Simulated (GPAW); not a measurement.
Input of a GPAW 26.7.0 run:

The input run.py:

```python
import json
import numpy as np
from ase.dft.bandgap import bandgap
from ase.io import read, write
from ase.units import GPa
from gpaw import GPAW, PW, setup_paths

setup_paths.insert(0, '.')

atoms = read('POSCAR')

calc = GPAW(mode=PW(800),
            xc='AM05',
            kpts={'size': (6, 6, 4), 'gamma': True},
            occupations={'name': 'fermi-dirac', 'width': 0.05},
            nbands=44,
            convergence={'density': 1e-05, 'energy': 1e-05},
            maxiter=150,
            txt='gpaw.txt')
atoms.calc = calc
energy = atoms.get_potential_energy()
forces = atoms.get_forces()
stress = atoms.get_stress()
calc.write('gs.gpw')
write('result.traj', atoms)
print(f'Energy: {energy:.6f} eV')
print('Forces (eV/A):')
print(forces.round(4))
print('Stress (GPa):', (stress / GPa).round(3))
print('Fermi level:', round(calc.get_fermi_level(), 4), 'eV')
print(f'Gap: {bandgap(calc)[0]:.4f} eV, direct: {bandgap(calc, direct=True)[0]:.4f} eV')

size = (10, 10, 6)
dense = calc.fixed_density(kpts={'size': size, 'gamma': True}, update_fermi_level=True,
                           convergence={'bands': 'CBM+2.0', 'eigenstates': 1e-7}, txt='dense.txt')
ef = dense.get_fermi_level()
index = np.round(dense.get_bz_k_points() * size).astype(int) % size
recip = 2 * np.pi * atoms.cell.reciprocal()
sheets = []
for s, e_kn in enumerate(dense.eigenvalues()):
    for n in range(e_kn.shape[1] - 2):
        if e_kn[:, n].min() < ef < e_kn[:, n].max():
            e = np.empty(size)
            e[tuple(index.T)] = e_kn[dense.get_bz_to_ibz_map(), n] - ef
            de = np.array([(np.roll(e, -1, c) - np.roll(e, 1, c)) * size[c] / 2 for c in range(3)])
            v = np.linalg.norm(np.einsum('vc,cxyz->vxyz', np.linalg.inv(recip), de), axis=0)
            w = np.exp(-(e / 0.1)**2) / (0.1 * np.pi**0.5)
            sheets.append({'spin': s, 'band': n, 'filled': (e < 0).mean(), 'dos': w.mean(), 'bottom': e.min(), 'top': e.max(),
                           'velocity': (w * v).sum() / w.sum() * 1.519267e5, 'slice': e[:, :, 0].round(3).tolist()})
            print(f'spin {s} band {n}: filled share {sheets[-1]["filled"]:.3f}, from {e.min():.3f} to {e.max():.3f} eV,',
                  f'{w.mean():.3f} states/eV, mean velocity {sheets[-1]["velocity"]:.3e} m/s')
print('Fermi level on the dense mesh:', round(ef, 4), 'eV,', len(sheets), 'sheets')
json.dump({'ef': ef, 'sheets': sheets}, open('fermi.json', 'w'))
```

The input POSCAR:

```
Ga2O3
1.0
    6.1070000000     -1.5185500000      0.0000000000
    6.1070000000      1.5185500000      0.0000000000
   -1.3859888959      0.0000000000      5.6300087380
Ga O
4 6
Direct
    0.3413400000      0.3413400000      0.6859800000
    0.6586600000      0.6586600000      0.3140200000
    0.9095000000      0.9095000000      0.2054000000
    0.0905000000      0.0905000000      0.7946000000
    0.5041000000      0.5041000000      0.7434000000
    0.4959000000      0.4959000000      0.2566000000
    0.8267000000      0.8267000000      0.4368000000
    0.1733000000      0.1733000000      0.5632000000
    0.8355000000      0.8355000000      0.8902000000
    0.1645000000      0.1645000000      0.1098000000
```

Potentials or basis: PAW data sets generated in the run's folder for this functional, pw.

The run is started by

```sh
$ gpaw-setup -f AM05 Ga O
$ OMP_NUM_THREADS=1 python run.py
```

Problem. Predict the largest force.

Solution. 0.753 eV/Å.

Problem. Estimate the pressure.

Solution. 13.1 GPa.

Problem. Estimate the band gap on the k mesh.

Solution. 2.43 eV, indirect (least direct gap 2.46 eV).

Forces on the atoms (eV/Å):
```
Ga  -0.051  0.000 -0.404
Ga   0.051  0.000  0.404
Ga  -0.256  0.000  0.009
Ga   0.256  0.000 -0.009
O   -0.710  0.000 -0.250
O    0.710  0.000  0.250
O   -0.350  0.000  0.526
O    0.350  0.000 -0.526
O   -0.488  0.000 -0.371
O    0.488  0.000  0.371
```

Caveat: the program warned that so skewed a cell can give wrong results. A k mesh can miss the band edges.
